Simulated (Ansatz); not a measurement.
# Structure types of AlNi compared at 23 GPa

Structure types of AlNi are relaxed in primitive cells with their symmetry kept at 23 GPa, on PAW files; LAPW relaxes the small cells further and takes the PAW cell for the others (marked *). The enthalpy is E + pV at zero temperature, without zero-point motion. Only the types listed were tried, and differences under about 5 meV/atom are mesh noise. The real phase may be another.

Computed with Ansatz 0.2.0; functional PBE, scalar-relativistic. Settings: Fermi–Dirac smearing of 0.05 eV, no spin polarisation. Methods: LAPW: all electrons, basis error target 0.5 meV/atom; PAW: frozen-core files, cutoff 420 eV.

k meshes: rocksalt 14×14×14, CsCl 14×14×14, WC 15×15×13, NiAs 11×11×6, zincblende 13×13×13.

Spin polarisation is left out, though a magnetic state may lie lower.

| start type | ends as | a, b, c (Å) | V (Å³/atom) | H − H(lowest), LAPW (meV/atom) |
| --- | --- | --- | --- | --- |
| rocksalt | rocksalt, Fm-3m | 4.619, 4.619, 4.619 | 12.32 | ? |
| CsCl | CsCl, Pm-3m | 2.786, 2.786, 2.786 | 10.81 | 0.0 |
| WC | distorted WC, P-6m2 | 2.630, 2.630, 3.713 | 11.12 | ? |
| NiAs* | NiAs, P6_3/mmc | 3.401, 3.401, 4.916 | 12.31 | 582.5 |
| zincblende | zincblende, F-43m | 4.974, 4.974, 4.974 | 15.38 | 1934.1 |

What belongs in the row "rocksalt", column "H − H(lowest), LAPW (meV/atom)"?

885.8.

Fill in "H − H(lowest), LAPW (meV/atom)" for the row "WC".

239.8.

Split the lead of CsCl over distorted WC into energy and pV.

For distorted WC less CsCl: ΔE = +195.5 meV/atom, and p·ΔV = 23 GPa × +0.3082 Å³ × 6.242 meV/(GPa·Å³) = +44.2 meV/atom, together 239.7 meV/atom. CsCl wins on both counts.
